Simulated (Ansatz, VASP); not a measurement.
Two plane-wave programs on LiF

INCAR

```
  ALGO = Normal
  EDIFF = 1E-6
  ENCUT = 520
  GGA = PE
  ISIF = 2
  ISMEAR = 0
  LASPH = T
  LCHARG = F
  LREAL = F
  LWAVE = F
  NBANDS = 12
  NELM = 80
  PREC = Accurate
  SIGMA = 0.05
```

The input KPOINTS:

```
k-points
0
Gamma
  12 12 12
```

File POSCAR:

```
LiF
1.0
    1.0656752396      2.6641880989      2.6641880989
    2.6641880989      1.0656752396      2.6641880989
    2.6641880989      2.6641880989      1.0656752396
Li F
1 1
Direct
    0.0000000000      0.0000000000      0.0000000000
    0.5000000000      0.5000000000      0.5000000000
```

Input for Ansatz:

```yaml
crystal:
  lattice:
    - [1.0656752396, 2.6641880989, 2.6641880989]
    - [2.6641880989, 1.0656752396, 2.6641880989]
    - [2.6641880989, 2.6641880989, 1.0656752396]
  atoms:
    - { symbol: Li, position: [0.0, 0.0, 0.0] }
    - { symbol: F, position: [0.5, 0.5, 0.5] }
basis:
  ecutwfc: 420
kpoints:
  mp_grid: { grid: [12, 12, 12] }
hamiltonian:
  xc: pbe
scf:
  occupations: { method: gaussian, width: 0.05 }
output:
  forces: true
  stress: true
  eigenvalues: true
```

Alike in both runs: task single point; functional PBE; k mesh 12 × 12 × 12; occupations gaussian, width 0.05 eV; no spin polarisation.

|  | VASP | Ansatz |
| --- | --- | --- |
| version | VASP 6.6.1 | Ansatz 0.2.0 |
| potentials or method | VASP PAW PBE potentials, release 64 (Li_sv, F) | scalar-relativistic, plane waves, PAW |
| plane-wave cutoff (eV) | 520 | 420 |
| valence electrons in the cell | 10 | 10 |

Ansatz gave:

- gap on the k mesh at the Fermi level (eV): 1.00
- least direct gap on the mesh (eV): 1.00

Q: Which values does VASP return?

A: gap on the k mesh at the Fermi level (eV): 1.03; least direct gap on the mesh (eV): 1.03.

The functional is the same, so the differences come from potentials, cutoffs and numerics.

 A k mesh can miss the band edges. PBE gaps usually lie below the measured ones, often by a third to a half.
